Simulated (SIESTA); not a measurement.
**TiNi under changes of volume**

One of the cells (13.606 Å³/atom); the others are scaled copies at fixed shape and fractional positions:

```xyz
2
Lattice="3.0079 0.0000 0.0000 0.0000 3.0079 0.0000 0.0000 0.0000 3.0079" Properties=species:S:1:pos:R:3 pbc="T T T"
Ni    0.0000    0.0000    0.0000
Ti    1.5039    1.5039    1.5039
```

The cell comes from a database or a generator and needn't be the stable form of this composition.

| Item | Value |
| --- | --- |
| Program | SIESTA 5.4.2 |
| Functional | PBEsol |
| Potentials or basis | PseudoDojo 0.4 standard (PBEsol files) |
| Basis | DZP (energy shift 0.003 Ry; two zetas on semicore shells) |
| Grid cutoff | 800 Ry |
| Energy shift | 0.003 Ry |
| k mesh | 9 × 9 × 9 |
| Occupations | fermi-dirac, width 0.05 eV |
| Spin | collinear spin, ferromagnetic start |
| Starting moments | [1.0, 1.0] μB |

| volume (Å³/atom) | energy over the lowest point (meV/atom) | pressure (GPa) |
| --- | --- | --- |
| 12.539 | 8.93 | 7.5 |
| 12.806 | 0.81 | 2.6 |
| 13.073 | 0.00 | -1.2 |
| 13.606 | ? | ? |
| 13.873 | 29.76 | -10.6 |
| 14.140 | 49.43 | -12.8 |

Task: What does the run at 13.606 Å³/atom give?

Result: Energy over the lowest point 14.48 meV/atom; pressure -7.4 GPa.

Worked out: A Birch-Murnaghan fit of order 3 (a polynomial in V^(-2/3)) to the other rows has its minimum at 12.99 Å³/atom with B0 = V·E''(V) = 180 GPa and B' = 3.9. It gives 14.75 meV/atom at 13.606 Å³/atom, against the run's 14.48, and -dE/dV = -7.6 GPa, against -7.4.

Energies are extrapolated to zero smearing.

Caveats: short orbitals over semicore shells can move pressures by several GPa; the basis of atomic orbitals isn't converged, which shifts pressures, moduli and gaps.
